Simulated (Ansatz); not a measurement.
CaF2 (fluorite)

```yaml
crystal:
  lattice:
    - [0.00000, 5.51106, 5.51106]
    - [2.75553, 2.75553, 5.51106]
    - [2.75553, 2.75553, 0.00000]
  atoms:
    - { symbol: Ca, position: [0.00000, 0.00000, 0.00000] }
    - { symbol: Ca, position: [0.50000, 0.00000, 0.00000] }
    - { symbol: F, position: [0.00000, 0.75000, 0.75000] }
    - { symbol: F, position: [0.50000, 0.75000, 0.75000] }
    - { symbol: F, position: [0.00000, 0.25000, 0.25000] }
    - { symbol: F, position: [0.50000, 0.25000, 0.25000] }
```

The atoms are displaced by Q × the pattern below (from a DFPT mode at X = (0.5, 0.5, 0.0), largest move 1; Q in Å), at fixed cell. It is one choice among 2 degenerate patterns. (q is in reciprocal vectors of the primitive cell; the cell shown is doubled to hold the pattern.)

```json
[
 {"atom": "F3", "x": "0.000", "y": "-1.000", "z": "0.000"},
 {"atom": "F4", "x": "0.000", "y": "1.000", "z": "0.000"},
 {"atom": "F5", "x": "0.000", "y": "1.000", "z": "0.000"},
 {"atom": "F6", "x": "0.000", "y": "-1.000", "z": "0.000"}
]
```

Atoms not listed stay in place.

These are PBE (plane waves to 420 eV, PAW, scalar-relativistic; Ansatz, a quantum-chemistry and plane-wave program) values and carry that method's errors. k mesh 10×10×10 (Γ-centred), Fermi-Dirac smearing 0.05 eV. The energy includes the smearing's −TS. CaF2 was relaxed with its symmetry unable to fall. The zero of ΔE is the undisplaced structure.

```tsv
Q (Å)	ΔE (meV/cell)
-0.2800	287.9
-0.2333	197.5
-0.1867	withheld
-0.1400	69.7
-0.0933	30.7
-0.0467	7.7
0.0000	0.0
0.0467	7.7
0.0933	30.7
0.1400	69.7
0.1867	withheld
0.2333	197.5
0.2800	287.9
```

Question: Fit an even polynomial form (powers 2, 4) to the given rows and predict ΔE at Q = -0.1867.

Answer: Least squares on the 11 given rows: ΔE = (3522)·Q² + (1925)·Q⁴, in meV/cell with Q in Å; root-mean-square residual 0.07 meV/cell. At -0.1867 the fit gives 125.1 meV/cell; the calculation gives 125.0 meV/cell, so the interpolation is off by 0.1 (+0.1 %). The quadratic term alone would give 122.8 meV/cell.

(A displaced cell: forces are minus the slopes of the energy, force constants its curvatures, and phonons follow from these.)
